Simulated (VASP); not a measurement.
A run of VASP 6.6.1 is set up as follows.

Contents of run.py:

```python
from ase.calculators.vasp import Vasp
from ase.dft.bandgap import bandgap
from ase.io import read

atoms = read('POSCAR')
atoms.set_initial_magnetic_moments([6.0])
calc = Vasp(
    directory='calc',
    xc='lda',
    pp='PBE',
    setups={'base': 'minimal', 'Tb': '_3'},
    prec='Accurate',
    encut=600,
    ediff=1e-06,
    ismear=0,
    sigma=0.05,
    lreal=False,
    lasph=True,
    nelm=100,
    algo='Fast',
    isif=2,
    lwave=False,
    lcharg=True,
    ispin=2,
    lorbit=11,
    lmaxmix=6,
    lelf=True,
    lvhar=True,
    kpts=[9, 9, 9],
    gamma=True,
    nbands=14,
)
atoms.calc = calc

print('energy (eV):', atoms.get_potential_energy())
print('free energy (eV):', atoms.get_potential_energy(force_consistent=True))
print('forces (eV/A):')
print(atoms.get_forces())
print('stress (eV/A^3, Voigt):', atoms.get_stress())
print('Fermi level (eV):', calc.get_fermi_level())
print('moment (muB):', atoms.get_magnetic_moment())
print('site moments (muB):', atoms.get_magnetic_moments())
gap, top, bottom = bandgap(calc)
print('band gap (eV):', gap, 'from (spin, k, band)', top, 'to', bottom)
```

File POSCAR:

```
Tb
1.0
   -2.0100000000      2.0100000000      2.0100000000
    2.0100000000     -2.0100000000      2.0100000000
    2.0100000000      2.0100000000     -2.0100000000
Tb
1
Direct
    0.0000000000      0.0000000000      0.0000000000
```

Potentials or basis: VASP PAW PBE potentials, release 64 (Tb_3), 4f in core.

Command:

```bash
$ python run.py
```

(1) What does it give for the pressure?

(2) Predict the net moment.

(3) What does it give for the band gap on the k mesh?

## Answers

(1) -0.1 GPa.

(2) 0.01 μB per cell.

(3) none (metal or under the smearing width).

Caveat: ASE's xc='lda' writes no GGA tag, so the PBE potentials set the functional and the run is PBE; the magnetic or orbital state may not be the lowest; spin-orbit coupling is left out, which moves the levels of the heavy elements; the 4f electrons are frozen in the core as for a trivalent ion, so they carry no moment and show no levels.
